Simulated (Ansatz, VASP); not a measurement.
Two plane-wave programs on W

File INCAR:

```
PREC = Accurate
ENCUT = 520
EDIFF = 1E-6
ISMEAR = 0
SIGMA = 0.15
LREAL = False
LASPH = True
NELM = 100
ALGO = Normal
ISIF = 2
LWAVE = False
LCHARG = True
GGA = PS
LELF = True
LVHAR = True
NBANDS = 13
```

The input KPOINTS:

```
Automatic mesh
0
Gamma
  20 20 20
```

POSCAR

```
W
1.0
    0.0000000000      1.9691000000      2.0300000000
    1.9691000000      0.0000000000      2.0300000000
    1.9691000000      1.9691000000      0.0000000000
W
1
Direct
    0.0000000000      0.0000000000      0.0000000000
```

Input for Ansatz:

```yaml
crystal:
  lattice:
    - [0.0, 1.9691, 2.03]
    - [1.9691, 0.0, 2.03]
    - [1.9691, 1.9691, 0.0]
  atoms:
    - { symbol: W, position: [0.0, 0.0, 0.0] }
basis:
  ecutwfc: 420
kpoints:
  mp_grid: { grid: [20, 20, 20] }
hamiltonian:
  xc: pbesol
scf:
  occupations: { method: gaussian, width: 0.15 }
output:
  forces: true
  stress: true
  eigenvalues: true
```

Change from the starting cell: strain -0.030 along x and y, +0.000 along z, atoms carried along.

Alike in both runs: task single point; functional PBEsol; k mesh 20 × 20 × 20; occupations gaussian, width 0.15 eV; no spin polarisation.

|  | VASP | Ansatz |
| --- | --- | --- |
| version | VASP 6.6.1 | Ansatz 0.2.0 |
| potentials or method | VASP PAW PBE potentials, release 64 (W_sv) | scalar-relativistic, plane waves, PAW |
| plane-wave cutoff (eV) | 520 | 420 |
| valence electrons in the cell | 14 | 14 |

```tsv
	VASP	Ansatz	Ansatz less VASP
gap on the k mesh at the Fermi level (eV)	none	none	-
pressure (GPa)	5.3	4.6	-0.75
largest component of the traceless stress (GPa)	5.86	5.80	-0.061
```

A gap of «none» marks a metal or a gap that the smearing closes. The functional is the same, so the differences come from potentials, cutoffs and numerics.

Caveats: the PAW data sets were made with another functional, which shifts forces and pressure a little (VASP). Spin-orbit coupling is left out, which matters for the levels of W.
